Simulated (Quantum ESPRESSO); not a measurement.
WC:

```
CELL_PARAMETERS angstrom
0.00000 2.19268 2.19268
2.19268 0.00000 2.19268
2.19268 2.19268 0.00000
ATOMIC_POSITIONS crystal
W 0.00000 0.00000 0.00000
C 0.50000 0.50000 0.50000
```

Measurements of this composition are mostly on another form, of space group No. 187.

* Program: Quantum ESPRESSO 7.5
* Task: single point
* Functional: PBEsol
* Potentials or basis: GBRV 1.5 PBEsol
* Cutoff: 762 eV
* Density cutoff: 6095 eV
* k mesh: 10 × 10 × 10
* Occupations: fermi-dirac, width 0.05 eV
* Spin: no spin polarisation

On this cell: pressure -9.5 GPa; largest force zero by symmetry; band gap on the k mesh none (metal or under the smearing width).

The same run follows on a disturbed copy (atoms moved at random, drawn with an rms of 0.05 Å):

```
W C
1.0
     0.00000    2.19268    2.19268
     2.19268    0.00000    2.19268
     2.19268    2.19268    0.00000
W C
1 1
Direct
  0.98258 0.99518 0.00280
  0.51745 0.50594 0.48678
```

Q: What does the disturbed cell give?

A: The energy (extrapolated to zero smearing) moves by +19.8 meV/atom; pressure -7.5 GPa; largest force 0.726 eV/Å; band gap on the k mesh none (metal or under the smearing width).

Forces on the atoms (eV/Å):
```
W   -0.078  0.284  0.664
C    0.078 -0.284 -0.664
```

Stress tensor (GPa, compression positive):
```
-9.54 -0.01  0.00
-0.01 -8.71 -0.02
 0.00 -0.02 -4.27
```
